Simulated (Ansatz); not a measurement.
Sb: relaxation of cell and atoms

Theory: DFT, PBE, all-electron LAPW, scalar-relativistic (Ansatz 0.2.0).

Command: `ansatz run input.yaml --threads 1 --pin off --max-ram 2048MiB --backend cpu --events-out ev --progress --plain --runs-dir out` The run took about 52 s on 1 thread of a shared machine.

```yaml
crystal:
  lattice:
    - [3.2963613365, 0.0, 0.0]
    - [-1.6481806682, 2.8547326575, 0.0]
    - [0.0, 0.0, 5.1771681051]
  atoms:
    - { symbol: Sb, position: [0.3333333333, 0.6666666667, 0.25] }
    - { symbol: Sb, position: [0.6666666667, 0.3333333333, 0.75] }
kpoints:
  mp_grid: { grid: [11, 11, 7] }
scf:
  occupations: { method: fermi_dirac, width: 0.05 }
hamiltonian:
  xc: pbe
  pseudopotentials: { kind: all_electron, lapw: { basis_error: 0.001 } }
output:
  forces: true
  stress: true
relax:
  f_tol: 0.005
  max_steps: 80
  cell: {}
```

Spin–orbit coupling is left out, though it moves levels of the heavy atoms by tenths of an eV or more.

The geometry is COD entry 9013011, unchecked; take it as a test cell. The listed cell was then made from it by scaling, straining or moving an atom.

Each frame lists the cell vectors (Å), then Cartesian positions (Å); symmetry keeps all forces zero. Free energies count from the first step, -352735.6641 eV.

The walk took 7 evaluations in all; steps that aren't listed are left out.

Step 1: E = 0.0 meV, P = 9.07 GPa

```
cell 3.2964 0.0000 0.0000 -1.6482 2.8547 0.0000 0.0000 0.0000 5.1772
Sb    0.0000    1.9032    1.2943
Sb    1.6482    0.9516    3.8829
```

Step 2:

```
cell 3.4422 0.0000 0.0000 -1.7211 2.9810 0.0000 0.0000 0.0000 5.4296
Sb    0.0000    1.9873    1.3574
Sb    1.7211    0.9937    4.0722
```

Step 3: E = -152.4 meV, P = -0.20 GPa

```
cell 3.4286 0.0000 0.0000 -1.7143 2.9693 0.0000 0.0000 0.0000 5.3965
Sb    0.0000    1.9795    1.3491
Sb    1.7143    0.9898    4.0473
```

Step 4: E = -152.6 meV, P = 0.03 GPa

```
cell 3.4272 0.0000 0.0000 -1.7136 2.9680 0.0000 0.0000 0.0000 5.3808
Sb    0.0000    1.9787    1.3452
Sb    1.7136    0.9893    4.0356
```

Step 5: E = -152.7 meV, P = 0.07 GPa

```
cell 3.4296 0.0000 0.0000 -1.7148 2.9701 0.0000 0.0000 0.0000 5.3707
Sb    0.0000    1.9801    1.3427
Sb    1.7148    0.9900    4.0280
```

(1) Give the energy, pressure of step 2.

(2) How does the relaxation end?

Answers

(1) E = -149.3 meV, P = -1.00 GPa
```
Sb    0.0000    1.9873    1.3574
Sb    1.7211    0.9937    4.0722
```

(2) It converges, with a = 3.438 Å, b = 3.438 Å, c = 5.352 Å, α = 90.00°, β = 90.00°, γ = 120.00° (conventional cell, space group P6_3/mmc). The last solve (on a basis chosen afresh for the final cell, so its energy is not quite comparable) gives E = -152.8 meV, P = 0.00 GPa:
```
cell 3.4384 0.0000 0.0000 -1.7192 2.9778 0.0000 0.0000 0.0000 5.3519
Sb    0.0000    1.9852    1.3380
Sb    1.7192    0.9926    4.0140
```
